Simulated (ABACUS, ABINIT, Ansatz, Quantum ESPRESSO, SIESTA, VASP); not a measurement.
**MgI2: 6 runs at one level of theory**

```
CELL_PARAMETERS angstrom
4.14000 0.00000 0.00000
-2.07000 3.58535 0.00000
0.00000 0.00000 6.88000
ATOMIC_POSITIONS crystal
I 0.67456 0.33874 0.75551
I 0.32841 0.65899 0.24284
Mg 0.00027 0.99399 0.99518
```

Atoms were shifted at random by some hundredths of an Å from the given cell, which wasn't relaxed again for these runs.

Alike in all runs: task single point; functional PBE; k mesh 8 × 8 × 4; occupations fermi-dirac, width 0.05 eV; no spin polarisation; no spin-orbit coupling. Pressure is positive in compression and, in plane waves, holds the error of the finite cutoff.

```csv
program and potentials,plane-wave cutoff (eV),notes,band gap (eV),pressure (GPa),largest force (eV/Å),energy over the undisturbed cell (meV/atom)
"ABINIT, JTH PAW PBE v2.0",517,8 valence electrons an atom on average,3.52,1.21,0.176,-2.02
"Ansatz, all-electron LAPW, scalar-relativistic",-,-,3.52,1.28,0.169,-
"ABACUS, PseudoDojo NC SR 0.4.1 PBE standard, plane waves",1143,8 valence electrons an atom on average,3.52,1.32,0.173,-1.88
"VASP, PBE PAW files I, Mg, 520 eV",520,5.33 valence electrons an atom on average,3.51,1.23,0.168,-
"Quantum ESPRESSO, SSSP 1.3 efficiency PBE",748,5.33 valence electrons an atom on average,?,?,?,?
"SIESTA, files PseudoDojo sr-pbe-0.4.1-standard, DZP (energy shift 0.003 Ry; two zetas on semicore shells)",-,atomic basis; 8 valence electrons an atom on average,3.56,2.12,0.389,6.05
```

Q: Estimate from the other rows what the run with Quantum ESPRESSO, SSSP 1.3 efficiency PBE gave.

A: Band gap 3.48 eV; pressure 1.13 GPa; largest force 0.167 eV/Å; energy over the undisturbed cell -2.82 meV/atom. The other rows, which needn't bracket it: band gap 3.51 to 3.56; pressure 1.21 to 2.12; largest force 0.168 to 0.389; energy over the undisturbed cell -2.02 to 6.05.
